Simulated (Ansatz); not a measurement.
The calculation used DFT PBE, scalar-relativistic, plane waves, PAW in Ansatz. Settings: cutoff 420 eV, Γ-centred meshes spaced at most about 0.3 Å⁻¹, and about 0.25 Å⁻¹ or finer for metals (2π included), Gaussian smearing. No spin polarisation in the final relaxations.

All energies are static (0 K, no zero-point motion).

Two relaxed structures of SiC₄:

1.

```xyz
5
Lattice="-2.0674 2.0674 3.7718 2.0674 -2.0674 3.7718 2.0674 2.0674 -3.7718" Properties=species:S:1:pos:R:3 pbc="T T T"
Si    0.0000    0.0000    0.0000
C     0.7309    0.7309    3.7718
C     1.3365    1.3365    0.0000
C    -0.7309    0.7309    3.7718
C     0.7309   -0.7309    3.7718
```

2.

```xyz
5
Lattice="2.7107 0.0000 0.0000 -1.3554 2.3475 0.0000 0.0000 0.0000 5.7943" Properties=species:S:1:pos:R:3 pbc="T T T"
Si    0.0000    0.0000    2.8971
C     0.0000    1.5650    4.0471
C     1.3554    0.7825    0.2909
C     0.0000    1.5650    5.5034
C     1.3554    0.7825    1.7472
```

Question: Which would you expect to be lower, and how large is the difference?

Answer: Cell 2 is lower, by 0.41 eV/atom. Cell 1 has space group I4/mmm (No. 139), 12.9 Å³/atom and no gap on its mesh; cell 2 has space group P-3m1 (No. 164), 7.4 Å³/atom and no gap. Counting C atoms around Si (those within 1.25 times the shortest such distance or 1.15 times the sum of covalent radii), cell 1 has Si 4 and cell 2 has Si 6. Cell 1 holds C–C units of three or more atoms (shortest 1.46 Å); cell 2 holds C–C nets (shortest 1.46 Å). Even the lower one lies +0.75 eV/atom against the reference forms of the elements (uncorrected), so neither is stable at this level. In cell 1, Si has 4 C at 1.89 Å; C has 2 C at 1.46 Å and 1 Si at 1.89 Å. In cell 2, around Si lie 6 C at 1.94 Å; C on its first site has 1 C at 1.46 Å and 3 Si at 1.94 Å; C on its second site has 1 C at 1.46 Å and 3 C at 1.67 Å. Both come from invented guesses. A third cell relaxed alike, in P6_3/mmc, lies 0.55 eV/atom below the lower of the two.

No dispersion correction is applied, so the spacing and binding between layers, chains or molecules are poorly described (I4/mmm), and this can change margins and order among such cells. Cells relaxed within their symmetry can be saddle points.

Cell 2 wins although neither bonding pattern suits its atoms. In cell 1, silicon sits in a square-planar site within flat sheets, far from its preferred tetrahedral arrangement, and the carbons form square rings that combine severe angle strain with an unfavourable, cyclobutadiene-like π system. Cell 2 avoids these rings and gives every carbon four neighbours, which probably accounts for most of the 0.41 eV/atom.

The price is six-coordinate silicon and a buckled carbon double layer whose 1.67 Å contacts are stretched well beyond a normal single bond. There are also too few valence electrons to fill a two-electron bond along every contact, consistent with the missing gap.

The ranking therefore compares two strained networks and says little about the preferred structure at this composition, as the much lower third cell confirms. Because silicon carbide is itself bound relative to the elements, separation into it and carbon is a stricter test, which cell 2 would fail by more than 0.75 eV/atom.
